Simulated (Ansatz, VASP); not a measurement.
## One calculation of LiCl, two programs

File INCAR:

```
PREC = Accurate ; ENCUT = 600
EDIFF = 1E-7 ; ISMEAR = -1
SIGMA = 0.05 ; LREAL = False
LASPH = True ; NELM = 80
ALGO = Normal ; ISIF = 3
LWAVE = False ; LCHARG = False
GGA = RP ; IBRION = 2
NSW = 80 ; EDIFFG = -0.01
```

KPOINTS

```
Automatic mesh
0
Gamma
  9 9 9
```

Contents of POSCAR:

```
LiCl
1.0
    0.0000000000      2.5647700000      2.5647700000
    2.5647700000      0.0000000000      2.5647700000
    2.5647700000      2.5647700000      0.0000000000
Cl Li
1 1
Direct
    0.5000000000      0.5000000000      0.5000000000
    0.0000000000      0.0000000000      0.0000000000
```

input.yaml

```yaml
crystal:
  lattice:
    - [0.0, 2.56477, 2.56477]
    - [2.56477, 0.0, 2.56477]
    - [2.56477, 2.56477, 0.0]
  atoms:
    - { symbol: Cl, position: [0.5, 0.5, 0.5] }
    - { symbol: Li, position: [0.0, 0.0, 0.0] }
kpoints:
  mp_grid: { grid: [9, 9, 9] }
scf:
  occupations: { method: fermi_dirac, width: 0.05 }
hamiltonian:
  xc: rpbe
  pseudopotentials: { kind: all_electron, lapw: { basis_error: 0.001 } }
output:
  forces: true
  stress: true
relax:
  f_tol: 0.01
  max_steps: 60
  cell: {}
```

Alike in both runs: task relaxation of cell and atoms; functional RPBE; k mesh 9 × 9 × 9; occupations fermi-dirac, width 0.05 eV; no spin polarisation.

|  | VASP | Ansatz |
| --- | --- | --- |
| version | VASP 6.6.1 | Ansatz 0.2.0 |
| potentials or method | VASP PAW PBE potentials, release 64 (Cl, Li_sv) | all-electron LAPW, scalar-relativistic |
| plane-wave cutoff (eV) | 600 | see its input |

Ansatz gave:

| Item | Value |
| --- | --- |
| relaxed volume (Å³/atom) | 18.19 |
| relaxed cell length with the largest relative difference (Å) | 3.719 |
| energy change over the relaxation (meV/atom) | -9 |

What did VASP give for the same quantities?

Relaxed volume (Å³/atom): 18.06; relaxed cell length with the largest relative difference (Å): 3.711; energy change over the relaxation (meV/atom): -8.

Ansatz ran all-electron here, so the differences hold the error of VASP's frozen core and of both bases.

Caveats: the cutoff is under 1.25 times the usual one of these potentials, so pressure, stress and relaxed cells hold a basis-set (Pulay) error (VASP); the PAW data sets were made with another functional, which shifts forces and pressure a little (VASP). RPBE and its kin give volumes clearly too large for solids. A k mesh can miss the band edges.
